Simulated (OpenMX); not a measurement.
Zn:

```
CELL_PARAMETERS angstrom
2.67000 0.00000 0.00000
-1.33500 2.31229 0.00000
0.00000 0.00000 4.96600
ATOMIC_POSITIONS crystal
Zn 0.66667 0.33333 0.75000
Zn 0.33333 0.66667 0.25000
```

Base run:

* Program: OpenMX 3.8.5
* Functional: PBE
* Potentials or basis: OpenMX 2013 PBE set, Zn6.0H-s3p2d2f1, grid cutoff 500 Ry
* k mesh: 11 × 11 × 7
* Occupations: fermi-dirac, width 0.05 eV
* Spin: no spin polarisation

Its results: pressure 0.6 GPa; largest force 0.006 eV/Å.

Q: The run is repeated on the same cell with these changes: potentials or basis from OpenMX 2013 PBE set, Zn6.0H-s3p2d2f1, grid cutoff 500 Ry to OpenMX 2013 PBE set, Zn6.0H-s2p2d1, grid cutoff 500 Ry. What comes out?

A: Pressure 3.0 GPa; largest force 0.005 eV/Å.

Caveats: the basis of atomic orbitals isn't converged, which shifts pressures, moduli and gaps; the transition metal has a single d function, too few for pressures, volumes and moments (some runs).
